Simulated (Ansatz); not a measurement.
# How much does Sb in Ta(100), 2x2 scatter?, part 2 of 3

How strong a scatterer is Sb in Ta(100), 2x2, and does relaxation matter?

Ansatz 0.2.0; Ansatz plane-wave DFT, PBE, PAW files; ballistic transport by layer matching (Landauer), zero bias; PAW set soft_1 (the session's first sound run).

So far, resistivity per at.% scaled from this dense plane, with the factor 3/4 for isotropic scattering (µΩ cm): step 3 (resistance at ideal sites) 5.82.

### 4. Relaxing the neighbours

The neighbours of the defect are let go while the lead's layers stay on their sites, since a lead must repeat to 0.01 Å.

This step: Ansatz plane-wave DFT, PBE, PAW files; relaxation with the lead's layers held; PAW set soft_1 (Ansatz 0.2.0).

The input, input.yaml:

```yaml
crystal:
  lattice:
    - [6.60512, 0.0, 0.0]
    - [0.0, 6.60512, 0.0]
    - [0.0, 0.0, 29.72304]
  atoms:
    - { symbol: Ta, position: [0.0, 0.0, 0.0277777778] }
    - { symbol: Ta, position: [0.0, 0.5, 0.0277777778] }
    - { symbol: Ta, position: [0.5, 0.0, 0.0277777778] }
    - { symbol: Ta, position: [0.5, 0.5, 0.0277777778] }
    - { symbol: Ta, position: [0.25, 0.25, 0.0833333333] }
    - { symbol: Ta, position: [0.25, 0.75, 0.0833333333] }
    - { symbol: Ta, position: [0.75, 0.25, 0.0833333333] }
    - { symbol: Ta, position: [0.75, 0.75, 0.0833333333] }
    - { symbol: Ta, position: [0.0, 0.0, 0.1388888889] }
    - { symbol: Ta, position: [0.0, 0.5, 0.1388888889] }
    - { symbol: Ta, position: [0.5, 0.0, 0.1388888889] }
    - { symbol: Ta, position: [0.5, 0.5, 0.1388888889] }
    - { symbol: Ta, position: [0.25, 0.25, 0.1944444444] }
    - { symbol: Ta, position: [0.25, 0.75, 0.1944444444] }
    - { symbol: Ta, position: [0.75, 0.25, 0.1944444444] }
    - { symbol: Ta, position: [0.75, 0.75, 0.1944444444] }
    - { symbol: Ta, position: [0.0, 0.0, 0.25] }
    - { symbol: Ta, position: [0.0, 0.5, 0.25] }
    - { symbol: Ta, position: [0.5, 0.0, 0.25] }
    - { symbol: Ta, position: [0.5, 0.5, 0.25] }
    - { symbol: Ta, position: [0.25, 0.25, 0.3055555556] }
    - { symbol: Ta, position: [0.25, 0.75, 0.3055555556] }
    - { symbol: Ta, position: [0.75, 0.25, 0.3055555556] }
    - { symbol: Ta, position: [0.75, 0.75, 0.3055555556] }
    - { symbol: Ta, position: [0.0, 0.0, 0.3611111111] }
    - { symbol: Ta, position: [0.0, 0.5, 0.3611111111] }
    - { symbol: Ta, position: [0.5, 0.0, 0.3611111111] }
    - { symbol: Ta, position: [0.5, 0.5, 0.3611111111] }
    - { symbol: Ta, position: [0.25, 0.25, 0.4166666667] }
    - { symbol: Ta, position: [0.25, 0.75, 0.4166666667] }
    - { symbol: Ta, position: [0.75, 0.25, 0.4166666667] }
    - { symbol: Ta, position: [0.75, 0.75, 0.4166666667] }
    - { symbol: Ta, position: [0.0, 0.0, 0.4722222222] }
    - { symbol: Ta, position: [0.0, 0.5, 0.4722222222] }
    - { symbol: Ta, position: [0.5, 0.0, 0.4722222222] }
    - { symbol: Ta, position: [0.5, 0.5, 0.4722222222] }
    - { symbol: Sb, position: [0.25, 0.25, 0.5277777778] }
    - { symbol: Ta, position: [0.25, 0.75, 0.5277777778] }
    - { symbol: Ta, position: [0.75, 0.25, 0.5277777778] }
    - { symbol: Ta, position: [0.75, 0.75, 0.5277777778] }
    - { symbol: Ta, position: [0.0, 0.0, 0.5833333333] }
    - { symbol: Ta, position: [0.0, 0.5, 0.5833333333] }
    - { symbol: Ta, position: [0.5, 0.0, 0.5833333333] }
    - { symbol: Ta, position: [0.5, 0.5, 0.5833333333] }
    - { symbol: Ta, position: [0.25, 0.25, 0.6388888889] }
    - { symbol: Ta, position: [0.25, 0.75, 0.6388888889] }
    - { symbol: Ta, position: [0.75, 0.25, 0.6388888889] }
    - { symbol: Ta, position: [0.75, 0.75, 0.6388888889] }
    - { symbol: Ta, position: [0.0, 0.0, 0.6944444444] }
    - { symbol: Ta, position: [0.0, 0.5, 0.6944444444] }
    - { symbol: Ta, position: [0.5, 0.0, 0.6944444444] }
    - { symbol: Ta, position: [0.5, 0.5, 0.6944444444] }
    - { symbol: Ta, position: [0.25, 0.25, 0.75] }
    - { symbol: Ta, position: [0.25, 0.75, 0.75] }
    - { symbol: Ta, position: [0.75, 0.25, 0.75] }
    - { symbol: Ta, position: [0.75, 0.75, 0.75] }
    - { symbol: Ta, position: [0.0, 0.0, 0.8055555556] }
    - { symbol: Ta, position: [0.0, 0.5, 0.8055555556] }
    - { symbol: Ta, position: [0.5, 0.0, 0.8055555556] }
    - { symbol: Ta, position: [0.5, 0.5, 0.8055555556] }
    - { symbol: Ta, position: [0.25, 0.25, 0.8611111111] }
    - { symbol: Ta, position: [0.25, 0.75, 0.8611111111] }
    - { symbol: Ta, position: [0.75, 0.25, 0.8611111111] }
    - { symbol: Ta, position: [0.75, 0.75, 0.8611111111] }
    - { symbol: Ta, position: [0.0, 0.0, 0.9166666667] }
    - { symbol: Ta, position: [0.0, 0.5, 0.9166666667] }
    - { symbol: Ta, position: [0.5, 0.0, 0.9166666667] }
    - { symbol: Ta, position: [0.5, 0.5, 0.9166666667] }
    - { symbol: Ta, position: [0.25, 0.25, 0.9722222222] }
    - { symbol: Ta, position: [0.25, 0.75, 0.9722222222] }
    - { symbol: Ta, position: [0.75, 0.25, 0.9722222222] }
    - { symbol: Ta, position: [0.75, 0.75, 0.9722222222] }
kpoints:
  mp_grid: { grid: [4, 4, 1] }
hamiltonian:
  xc: pbe
  pseudopotentials: { kind: paw, azcp: { folder: soft_1 } }
scf:
  occupations: { method: fermi_dirac, width: 0.1 }
relax:
  f_tol: 0.03
  max_steps: 40
  constraints:
    - { sites: [0, 1, 2, 3, 4, 5, 6, 7, 8, 9, 10, 11, 12, 13, 14, 15, 16, 17, 18, 19, 52, 53, 54, 55, 56, 57, 58, 59, 60, 61, 62, 63, 64, 65, 66, 67, 68, 69, 70, 71] }
```

Command:

```bash
> ansatz run input.yaml --threads 4 --pin off --max-ram 15360MiB --backend cpu --events-out ev --progress --plain --runs-dir out
```

Numbers of over 12 decimals in the logs are rounded to 6 here.

Log:

```text
Warning: crystal.symmetry: narrowed to the stabiliser of the relax constraints — unitary ops 16 → 8; lowered at sites 20, 21, 22, 23, 52, 53, 54, 55 (the operations that carried what is held of a site onto what its image site leaves free; the constrained walk keeps no symmetry that its constraints do not admit)
[...]
Crystal: 72 atoms, lattice volume = 1296.745 Å³
Basis set: ecut = 420 eV, 25307 PW (Γ), exchange–correlation on 90×90×400 points (8 copies of the dense FFT grid, shifted against one another)
Bands: 563, of which v1, the nominal top of the filled ones, is band 469 counted from 1 (468 counted from 0)
Symmetry: 8 space group operations
k-points: 6 of 16
[...]
SCF iter   1: F=—  HF=-711771.371114 eV  |F-HF|=—  |Δ(HF+E_count)|=         —  Δρ=5.76e-2  dr2=2.92e3  ethr=3.10e-3  ⟨swp⟩=6.7  Hψ=14270  notcnv=0  defer=1
[...]
SCF iter   8: F=-711745.249026 eV  HF=-711745.249036 eV  |F-HF|=9.59e-6  |Δ(HF+E_count)|=   8.32e-6  Δρ=9.67e-6  dr2=1.03e-5  ethr=2.40e-9  ⟨swp⟩=4.0  Hψ=10055  notcnv=0
SCF 1 converged in 8 iterations: F = -711745.249026 eV  dr2 = 1.03e-5
[...]
relax step   1: F+E_penalty+E_count = -711745.24902639 eV  Δ(F+E_penalty+E_count) = +0.000e0 eV  max|allowed force component| = 4.312e-1 eV/Å  Δτ_max = 0.0000 Å  (8 SCF iters, dr2 threshold 2.25e-5 eV, accepted)
[...]
SCF iter   1: F=—  HF=-711745.792883 eV  |F-HF|=—  |Δ(HF+E_count)|=         —  Δρ=1.42e-2  dr2=3.84e1  ethr=3.10e-3  ⟨swp⟩=5.7  Hψ=7279  notcnv=0  defer=91
[...]
SCF iter   7: F=-711744.424363 eV  HF=-711744.424363 eV  |F-HF|=1.26e-7  |Δ(HF+E_count)|=   1.00e-6  Δρ=4.27e-6  dr2=2.75e-7  ethr=1.24e-9  ⟨swp⟩=4.0  Hψ=9698  notcnv=0
SCF 2 converged in 7 iterations: F = -711744.424363 eV  dr2 = 2.75e-7
[...]
relax step   2: F+E_penalty+E_count = -711744.42436255 eV  Δ(F+E_penalty+E_count) = +8.247e-1 eV  max|allowed force component| = 1.054e0 eV/Å  Δτ_max = 0.1949 Å  (7 SCF iters, dr2 threshold 1.16e-5 eV, rejected (line search))
iter 1 solved again at ethr=1.53e-3 eV; its pass at ethr=3.10e-3 eV (dr2=1.44e1 eV) is discarded
[...]
SCF iter   8: F=-711745.416054 eV  HF=-711745.416054 eV  |F-HF|=8.04e-8  |Δ(HF+E_count)|=   3.22e-8  Δρ=7.42e-7  dr2=8.30e-8  ethr=1.07e-11  ⟨swp⟩=3.0  Hψ=10619  notcnv=0
SCF 3 converged in 8 iterations: F = -711745.416054 eV  dr2 = 8.30e-8
relax step   3: F+E_penalty+E_count = -711745.41605404 eV  Δ(F+E_penalty+E_count) = -1.670e-1 eV  max|allowed force component| = 6.117e-2 eV/Å  Δτ_max = 0.0660 Å  (8 SCF iters, accepted)
SCF iter   1: F=—  HF=-711745.423030 eV  |F-HF|=—  |Δ(HF+E_count)|=         —  Δρ=5.46e-4  dr2=6.83e-2  ethr=4.80e-5  ⟨swp⟩=2.3  Hψ=4164  notcnv=0  defer=113
[...]
SCF iter   6: F=-711745.418889 eV  HF=-711745.418889 eV  |F-HF|=3.61e-9  |Δ(HF+E_count)|=   2.65e-8  Δρ=5.19e-7  dr2=5.83e-9  ethr=1.07e-11  ⟨swp⟩=4.0  Hψ=10177  notcnv=0
SCF 4 converged in 6 iterations: F = -711745.418889 eV  dr2 = 5.83e-9
relax step   4: F+E_penalty+E_count = -711745.41888877 eV  Δ(F+E_penalty+E_count) = -2.835e-3 eV  max|allowed force component| = 1.175e-2 eV/Å  Δτ_max = 0.0076 Å  (6 SCF iters, accepted)
SCF converged after 6 iterations
Free energy (F): -711745.418889 eV
[...]
Internal energy: -711742.438781 eV  (E = F + TS)
E sigma→0 (E₀):  -711743.928835 eV
Entropy (-TS):   -2.980108 eV (-41.390 meV/atom)
Fermi energy:    18.557234 eV
[...]
--- Forces (eV/Å), atoms counted from 1 ---
  atom   1  Ta     0.00905448     0.00905448    -0.00134542
  atom   2  Ta     0.00905448    -0.00905448    -0.00134542
  atom   3  Ta    -0.00905448     0.00905448    -0.00134542
  atom   4  Ta    -0.00905448    -0.00905448    -0.00134542
  atom   5  Ta    -0.00000000     0.00000000     0.00671069
  atom   6  Ta     0.00000000     0.00000000     0.00802797
  atom   7  Ta    -0.00000000     0.00000000     0.00802797
  atom   8  Ta     0.00000000     0.00000000     0.02361598
  atom   9  Ta    -0.00090458    -0.00090458    -0.02481369
  atom  10  Ta    -0.00090458     0.00090458    -0.02481369
  atom  11  Ta     0.00090458    -0.00090458    -0.02481369
  atom  12  Ta     0.00090458     0.00090458    -0.02481369
  atom  13  Ta    -0.00000000     0.00000000     0.02497369
  atom  14  Ta     0.00000000     0.00000000    -0.01737367
  atom  15  Ta    -0.00000000     0.00000000    -0.01737367
  atom  16  Ta     0.00000000     0.00000000     0.02784218
  atom  17  Ta     0.00684251     0.00684251    -0.04601800
  atom  18  Ta     0.00684251    -0.00684251    -0.04601800
  atom  19  Ta    -0.00684251     0.00684251    -0.04601800
  atom  20  Ta    -0.00684251    -0.00684251    -0.04601800
  atom  21  Ta    -0.00000000     0.00000000     0.00425367
  atom  22  Ta     0.00000000     0.00000000    -0.00070614
  atom  23  Ta    -0.00000000     0.00000000    -0.00070614
  atom  24  Ta     0.00000000     0.00000000     0.00473740
  atom  25  Ta    -0.00140273    -0.00140273    -0.00106331
  atom  26  Ta    -0.00140273     0.00140273    -0.00106331
  atom  27  Ta     0.00140273    -0.00140273    -0.00106331
  atom  28  Ta     0.00140273     0.00140273    -0.00106331
  atom  29  Ta     0.00000000     0.00000000    -0.00092363
  atom  30  Ta     0.00000000     0.00000000     0.00137649
  atom  31  Ta    -0.00000000     0.00000000     0.00137649
  atom  32  Ta    -0.00000000     0.00000000    -0.01174760
  atom  33  Ta     0.00552370     0.00552370     0.00218177
  atom  34  Ta     0.00552370    -0.00552370     0.00218177
  atom  35  Ta    -0.00552370     0.00552370     0.00218177
  atom  36  Ta    -0.00552370    -0.00552370     0.00218177
  atom  37  Sb    -0.00000000     0.00000000    -0.00063914
  atom  38  Ta     0.00000000     0.00000000     0.00135986
  atom  39  Ta    -0.00000000     0.00000000     0.00135986
  atom  40  Ta     0.00000000     0.00000000     0.00153751
[...]
atom  61  Ta    -0.00000000     0.00000000    -0.04173122
  atom  62  Ta     0.00000000     0.00000000     0.00238332
  atom  63  Ta    -0.00000000     0.00000000     0.00238332
  atom  64  Ta     0.00000000     0.00000000    -0.03282605
  atom  65  Ta    -0.00062571    -0.00062571     0.02084490
  atom  66  Ta    -0.00062571     0.00062571     0.02084490
  atom  67  Ta     0.00062571    -0.00062571     0.02084490
  atom  68  Ta     0.00062571     0.00062571     0.02084490
  atom  69  Ta    -0.00000000     0.00000000    -0.00009226
  atom  70  Ta     0.00000000     0.00000000    -0.00729113
  atom  71  Ta    -0.00000000     0.00000000    -0.00729113
  atom  72  Ta     0.00000000     0.00000000    -0.01937582
  max |Σ_I F_I| component: 1.57e-5 eV/Å
--- Relaxed structure (4 steps of the walk, 3 accepted, 0 SCFs on fresh bases) ---
  F+E_penalty+E_count = -711745.41888877 eV   max|allowed force component| = 1.175e-2 eV/Å
  atoms:
    - { symbol: Ta, position: [0.0, 0.0, 0.027778] }
    - { symbol: Ta, position: [0.0, 0.500000, 0.027778] }
    - { symbol: Ta, position: [0.500000, 0.0, 0.027778] }
    - { symbol: Ta, position: [0.500000, 0.500000, 0.027778] }
    - { symbol: Ta, position: [0.250000, 0.250000, 0.083333] }
    - { symbol: Ta, position: [0.250000, 0.750000, 0.083333] }
    - { symbol: Ta, position: [0.750000, 0.250000, 0.083333] }
    - { symbol: Ta, position: [0.750000, 0.750000, 0.083333] }
    - { symbol: Ta, position: [0.0, 0.0, 0.138889] }
    - { symbol: Ta, position: [0.0, 0.500000, 0.138889] }
    - { symbol: Ta, position: [0.500000, 0.0, 0.138889] }
    - { symbol: Ta, position: [0.500000, 0.500000, 0.138889] }
    - { symbol: Ta, position: [0.250000, 0.250000, 0.194444] }
    - { symbol: Ta, position: [0.250000, 0.750000, 0.194444] }
    - { symbol: Ta, position: [0.750000, 0.250000, 0.194444] }
    - { symbol: Ta, position: [0.750000, 0.750000, 0.194444] }
    - { symbol: Ta, position: [0.0, 0.0, 0.250000] }
    - { symbol: Ta, position: [0.0, 0.500000, 0.250000] }
    - { symbol: Ta, position: [0.500000, 0.0, 0.250000] }
    - { symbol: Ta, position: [0.500000, 0.500000, 0.250000] }
    - { symbol: Ta, position: [0.250000, 0.250000, 0.304839] }
    - { symbol: Ta, position: [0.250000, 0.750000, 0.305355] }
    - { symbol: Ta, position: [0.750000, 0.250000, 0.305355] }
    - { symbol: Ta, position: [0.750000, 0.750000, 0.305439] }
    - { symbol: Ta, position: [0.000762678, 0.000762678, 0.360902] }
    - { symbol: Ta, position: [0.000762678, 0.499237, 0.360902] }
    - { symbol: Ta, position: [0.499237, 0.000762678, 0.360902] }
    - { symbol: Ta, position: [0.499237, 0.499237, 0.360902] }
    - { symbol: Ta, position: [0.250000, 0.250000, 0.416553] }
    - { symbol: Ta, position: [0.250000, 0.750000, 0.416469] }
    - { symbol: Ta, position: [0.750000, 0.250000, 0.416469] }
    - { symbol: Ta, position: [0.750000, 0.750000, 0.414572] }
    - { symbol: Ta, position: [-0.00512118, -0.00512118, 0.471099] }
    - { symbol: Ta, position: [-0.00512118, 0.505121, 0.471099] }
    - { symbol: Ta, position: [0.505121, -0.00512118, 0.471099] }
    - { symbol: Ta, position: [0.505121, 0.505121, 0.471099] }
    - { symbol: Sb, position: [0.250000, 0.250000, 0.527651] }
    - { symbol: Ta, position: [0.250000, 0.750000, 0.527649] }
    - { symbol: Ta, position: [0.750000, 0.250000, 0.527649] }
    - { symbol: Ta, position: [0.750000, 0.750000, 0.527659] }
    - { symbol: Ta, position: [-0.00510893, -0.00510893, 0.584203] }
[...]
- { symbol: Ta, position: [0.250000, 0.250000, 0.861111] }
    - { symbol: Ta, position: [0.250000, 0.750000, 0.861111] }
    - { symbol: Ta, position: [0.750000, 0.250000, 0.861111] }
    - { symbol: Ta, position: [0.750000, 0.750000, 0.861111] }
    - { symbol: Ta, position: [0.0, 0.0, 0.916667] }
    - { symbol: Ta, position: [0.0, 0.500000, 0.916667] }
    - { symbol: Ta, position: [0.500000, 0.0, 0.916667] }
    - { symbol: Ta, position: [0.500000, 0.500000, 0.916667] }
    - { symbol: Ta, position: [0.250000, 0.250000, 0.972222] }
    - { symbol: Ta, position: [0.250000, 0.750000, 0.972222] }
    - { symbol: Ta, position: [0.750000, 0.250000, 0.972222] }
    - { symbol: Ta, position: [0.750000, 0.750000, 0.972222] }
```

Wall time 13 min (4 threads of Arm Neoverse V1, shared host); peak memory 9.1 GiB.

Step by step:

| step | energy less that of the first step (eV) | largest force component (eV/Å) |
| --- | --- | --- |
| 1 | 0.0000 | 0.4312 |
| 2 | 0.8247 | 1.0542 |
| 3 | -0.1670 | 0.0612 |
| 4 | -0.1699 | 0.0117 |

Relaxation step 2 was tried and not accepted.

The atoms that moved most (Å):

| atom | dx | dy | dz | length |
| --- | --- | --- | --- | --- |
| Ta32 | 0.000 | 0.000 | -0.062 | 0.062 |
| Ta33 | -0.034 | -0.034 | -0.033 | 0.058 |
| Ta34 | -0.034 | 0.034 | -0.033 | 0.058 |
| Ta35 | 0.034 | -0.034 | -0.033 | 0.058 |
| Ta36 | 0.034 | 0.034 | -0.033 | 0.058 |
| Ta48 | 0.000 | 0.000 | 0.055 | 0.055 |
| Ta41 | -0.034 | -0.034 | 0.026 | 0.054 |
| Ta43 | 0.034 | -0.034 | 0.026 | 0.054 |

This step gave:

```
free energy             : -711745.4189 eV
energy at zero smearing : -711743.9288 eV
Fermi energy            : 18.56 eV
```

The largest force component on a free atom ends at 0.012 eV/Å, under the tolerance of 0.03, after 4 steps.

(Part 2 of 3 ends here.)

[Logs are printed without paths, hosts, clocks, repeated set-up lines and the standing remarks that a program may print on its own settings, such as how far it seeks lower states.]

[Hosts, paths, dates, database ids (printed as entryN), source tags and the programs' standing remarks are cut or masked in the printed files.]
